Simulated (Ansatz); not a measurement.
# Mo: properties at the relaxed cell

An exercise on one series of results from a longer session: the logs are not shown, and one member is left open.

Program: Ansatz 0.2.0. Level of theory: DFT PBEsol, scalar-relativistic, plane waves, PAW. These are calculated values, not measurements.

1 further run of the same task is left out (set aside as unsound or not needed).

## The system as given

Symmetry: Im-3m, No. 229, cubic system. Conventional cell: a = 3.129 Å, b = 3.129 Å, c = 3.129 Å, α = 90.00°, β = 90.00°, γ = 90.00°. Around Mo (site symmetry m-3m) lie 8 Mo at 2.71 Å.

As a file:

```cif
data_structure
_symmetry_space_group_name_H-M 'Im-3m'
_symmetry_Int_Tables_number 229
_cell_length_a 3.1293
_cell_length_b 3.1293
_cell_length_c 3.1293
_cell_angle_alpha 90.000
_cell_angle_beta 90.000
_cell_angle_gamma 90.000
_cell_volume 30.64
loop_
_atom_site_label
_atom_site_type_symbol
_atom_site_symmetry_multiplicity
_atom_site_Wyckoff_symbol
_atom_site_fract_x
_atom_site_fract_y
_atom_site_fract_z
_atom_site_occupancy
Mo1 Mo 2 a 0.00000 0.00000 0.00000 1
```

This cell was relaxed beforehand with the same method: volume 15.32 Å³/atom, gap on the mesh none (metal).

The first run:

Input file input.yaml:

```yaml
crystal:
  lattice:
    - [-1.5646440664, 1.5646440664, 1.5646440664]
    - [1.5646440664, -1.5646440664, 1.5646440664]
    - [1.5646440664, 1.5646440664, -1.5646440664]
  atoms:
    - { symbol: Mo, position: [0.0, 0.0, 0.0] }
basis:
  ecutwfc: 420
kpoints:
  mp_grid: { grid: [18, 18, 18] }
  band_path:
    path:
      - [[0.0, 0.0, 0.0], [0.5, -0.5, 0.5], [0.0, 0.0, 0.5], [0.0, 0.0, 0.0], [0.25, 0.25, 0.25], [0.5, -0.5, 0.5]]
      - [[0.25, 0.25, 0.25], [0.0, 0.0, 0.5]]
    npoints: 14
hamiltonian:
  xc: pbesol
scf:
  occupations: { method: gaussian, width: 0.1 }
  n_extra_bands: 6
output:
  forces: true
  stress: true
  eigenvalues: true
  populations: true
  dos: { projected: true, de: 0.02, nscf_kmesh: { grid: [27, 27, 27] } }
  bader: true
```

The run is started by

```
> ansatz run input.yaml --threads 1 --pin off --max-ram 2560MiB --backend cpu --events-out ev --progress --plain --runs-dir out
```

Steps of the session up to this table: Bands, states and charges; Back to the database's cell; The cell scaled to 0.97 of its volume; The cell scaled to 1.03 of its volume; Point at V/V0 = 0.94; Volume × 1.06; Point at V/V0 = 0.91; Volume × 1.10; The cell scaled to 0.88 of its volume.

One table of the session follows, with a row left open; its other results are not shown here.

It belongs to the step «Fit of the equation of state». 

```
volume (Å³/atom)  energy above the lowest point (meV/atom)  pressure (GPa)
          13.483                                     242.6           47.14
          13.943                                     128.6           32.50
          14.402                                      53.9           19.91
          14.862                                      12.7            9.16
          15.322                                       0.0            0.01
          15.781                                         ?               ?
          16.241                                      43.9          -14.43
          16.854                                     113.8          -21.79
```

Q: Estimate the row for volume (Å³/atom) = 15.781 from the others.

Worked estimate for «energy above the lowest point (meV/atom)». A straight line through the neighbours (15.322, 0.0) and (16.241, 43.9) gives 0.0 + (43.9 − 0.0) × (15.781 − 15.322) / (16.241 − 15.322) = 21.9; a parabola fitted to 4 rows on both sides gives 12.0.

The run gave: energy above the lowest point (meV/atom): 11.6; pressure (GPa): -7.79. In «energy above the lowest point (meV/atom)» the line misses by +10.3 and the parabola by +0.4.
